## Bulk modulus of PtSe₂: functional against program

Going from LDA to PBEsol lowers the computed bulk modulus of PtSe₂ by 3 to 5 %, or roughly 4 to 6 GPa. Changing the program while keeping the functional can move it by almost 4 GPa. The choice of program can therefore blur much of the effect of the functional. The question is whether the rung of a functional still allows a useful forecast for one whose result is hidden, WC in FLEUR. An LDA uses only the local electron density, while a GGA such as PBEsol or WC also uses its gradient.

Bulk modulus of PtSe₂ (space group P-3m1) from Kohn-Sham DFT in the programs listed, taken from equations of state of the static lattice at each method's own minimum. All runs are without spin polarization or spin-orbit coupling and use Fermi-Dirac smearing of 0.05 eV; Kmax is in 1/bohr.

```
method  rung   program            potentials      basis             k mesh  bulk modulus (GPa)
    BH   LDA     FLEUR          all-electron  4.49 Kmax  8x8x5 3-atom-cell              137.90
   LDA   LDA  CONQUEST     PseudoDojo-NC-LDA        DZP  7x5x4 6-atom-cell              134.50
   LDA   LDA     FLEUR          all-electron  4.49 Kmax  8x8x5 3-atom-cell              136.40
   LDA   LDA    Ansatz           JTH-PAW-LDA     750 eV  8x8x5 3-atom-cell              135.90
Wigner   LDA     FLEUR          all-electron   5.3 Kmax  8x8x5 3-atom-cell              125.30
PBEsol   GGA     FLEUR          all-electron  4.49 Kmax  8x8x5 3-atom-cell              132.00
PBEsol   GGA  CONQUEST  PseudoDojo-NC-PBEsol        DZP  7x5x4 6-atom-cell              128.30
    WC   GGA     FLEUR          all-electron  4.49 Kmax  8x8x5 3-atom-cell                   ?
```

### Rung and program

PBEsol gives a softer crystal than LDA in both programs that ran the two functionals. The drop is 4.4 GPa in FLEUR and 6.2 GPa in CONQUEST, so its sign is shared but its size is uncertain. Mixing the programs blurs it further. LDA from CONQUEST set against PBEsol from FLEUR gives a drop of only 2.5 GPa, while the opposite pairing gives about 8 GPa. Functionals should therefore be compared within one program. The programs also differ in potentials and basis, and CONQUEST in cell and k mesh as well, so the differences between them cannot be blamed on the code alone.

The Wigner row warns against trusting the rung alone. It is an LDA, yet at 125.3 GPa it is softer than both PBEsol runs. Its plane-wave cutoff, the Kmax in the basis column, also differs from that of the other FLEUR runs.

### Why a gradient correction softens the crystal

The bulk modulus measures how sharply the energy rises when the volume departs from its optimum. LDA usually binds atoms too strongly and so makes the optimum volume too small. A GGA multiplies the exchange energy of a uniform electron gas by an enhancement factor that grows with the density gradient. This lowers the energy most where the density varies strongly, and such regions gain weight as atoms move apart. The optimum shifts to a larger volume, where the bonds are longer and resist compression less. The fitted energy curves behind the table show this step: from LDA to PBEsol the optimum volume grows from 20.18 to 20.58 Å³ per atom in FLEUR, and from 20.76 to 21.12 Å³ in CONQUEST. Stretched to the PBEsol volume, the LDA crystal in FLEUR would have a modulus of only about 128 GPa, as estimated from its fitted curve. The larger volume is thus more than enough to account for the drop, and at equal volume PBEsol is the stiffer of the two.

WC and PBEsol apply this correction in different ways. At a reduced gradient of 1, where the density changes appreciably over the local electron wavelength, the exchange enhancement, worked out with constants rounded to two figures, is about 1.10 in PBEsol, 1.14 in WC and 1.17 in the common GGA called PBE. All three factors start from 1 at zero gradient, so up to this point the one in WC has grown more than the one in PBEsol. Exchange alone would therefore be expected to make the crystal somewhat softer than PBEsol does. WC, however, keeps the correlation part of PBE, whose gradient correction acts against that of exchange and is stronger than the one in PBEsol. The two differences partly cancel, which argues for a WC modulus close to that of PBEsol.

### Forecast for WC

The simple model adds one shift for the GGA rung and one for CONQUEST to a common LDA value. It was fitted to the six known rows other than Wigner, whose correlation formula depends on density in a quite different way. WC took no part in the fit, and the model treats it as another PBEsol. For WC in FLEUR only the GGA shift applies:

$$
B_{\mathrm{WC}} \approx 136.9 - 5.3 = 131.6\ \mathrm{GPa}.
$$

The range reflects two disagreements among the known rows. BH and LDA, two forms of the same rung, differ by 1.5 GPa in FLEUR, and the two programs differ by 1.8 GPa on the drop from LDA to PBEsol. Combined as the root of the sum of squares, they give a half-width of 2.3 GPa, which is a judgement and not a statistical confidence interval.

The forecast for WC is therefore about 131.6 GPa, with a range from 129.2 to 133.9 GPa. This is close to PBEsol and clearly below LDA. The small offset from the PBEsol value in FLEUR comes from the fit and not from a calculated property of WC.

The withheld rows as computed:

```
method  rung  program    potentials      basis             k mesh  bulk modulus (GPa)
    WC   GGA    FLEUR  all-electron  4.49 Kmax  8x8x5 3-atom-cell              132.00
```

### Hit and failure

The computed WC value is 132.0 GPa, so the forecast is too low by 0.4 GPa and well inside its range. WC matches PBEsol in FLEUR to the digits printed, and simply copying that value would have done better than the fit. The fit fell slightly short because it also took in the larger drop found with CONQUEST. A close value is in line with the partial cancellation expected between exchange and correlation, although a single modulus cannot show the two parts separately.

The same model fails for Wigner, which was outside the fit. It gives 136.9 GPa, nearly 12 GPa too high, because it knows only that Wigner is an LDA. What matters physically is how the energy responds to compression, and the name of the rung does not fix that.

In a uniform electron gas, the correlation energy per electron becomes more negative as the gas is compressed, which helps to pull a crystal together. The strength of this pull depends on the formula. Let $r_s$ be the radius of a sphere that holds one electron on average. The pull in the BH formula is about 4 times that in Wigner's at $r_s = 1$ bohr, and still about twice as strong at 3 bohr. A weaker pull favours a larger volume and a softer crystal, so theory supports the direction of Wigner's departure. The different cutoff is unlikely to explain much of it, since at the lower cutoff LDA in FLEUR is only 0.5 GPa from LDA in Ansatz, which uses another basis. A Wigner run at the cutoff of the other FLEUR rows would test this directly.

### Using these moduli

For a related functional, the first question is how strongly it favours an expanded crystal over a compressed one. Exchange enhancement that grows faster with the density gradient, or correlation that gains less on compression, points to a lower modulus. Where two such changes oppose each other, as in WC, the result can stay close to that of a known functional.

The absolute values need more care than the trend. PtSe₂ consists of stiff layers with soft gaps between them, and here the cell is scaled at fixed shape. The layers are squeezed along with the gaps, so the modulus comes out higher than for a crystal free to close its gaps first. LDA and these GGAs also lack the long-range dispersion that helps to hold the layers together. For a comparison with a measured modulus, the cell shape and the atomic positions should be relaxed at each volume, with a method that includes dispersion. The printed output of the analysis follows.

The analysis program printed:

```
LDA less PBEsol in FLEUR, GPa: 4.4
LDA less PBEsol in FLEUR, percent of LDA: 3.226
LDA less PBEsol in CONQUEST, GPa: 6.2
FLEUR less CONQUEST for LDA, GPa: 1.9
FLEUR less Ansatz for LDA, GPa: 0.5
FLEUR less CONQUEST for PBEsol, GPa: 3.7
BH less LDA in FLEUR, GPa: 1.5
LDA less Wigner in FLEUR with unequal cutoffs, GPa: 11.1
fit of B on 6 rows (~wig): constant 136.9 +/- 0.53, coefficient of gga -5.32 +/- 0.87, coefficient of conq -2.82 +/- 0.87; rms 0.685, worst BH -1.02, leave-one-out rms 1.35
  rows outside the fit (model, value, miss): Wigner 136.9, 125.3, 11.6; WC 131.6, 132, -0.44
forecast for WC in FLEUR, GPa: 131.6
half-width of the forecast range by judgement, GPa: 2.343
lower end of the forecast range, GPa: 129.2
upper end of the forecast range, GPa: 133.9
exchange enhancement of PBEsol at reduced gradient 1: 1.104
exchange enhancement of WC at reduced gradient 1: 1.137
exchange enhancement of PBE at reduced gradient 1: 1.173
BH correlation slope over Wigner slope at rs of 1 bohr: 4.193
BH correlation slope over Wigner slope at rs of 3 bohr: 1.928
```
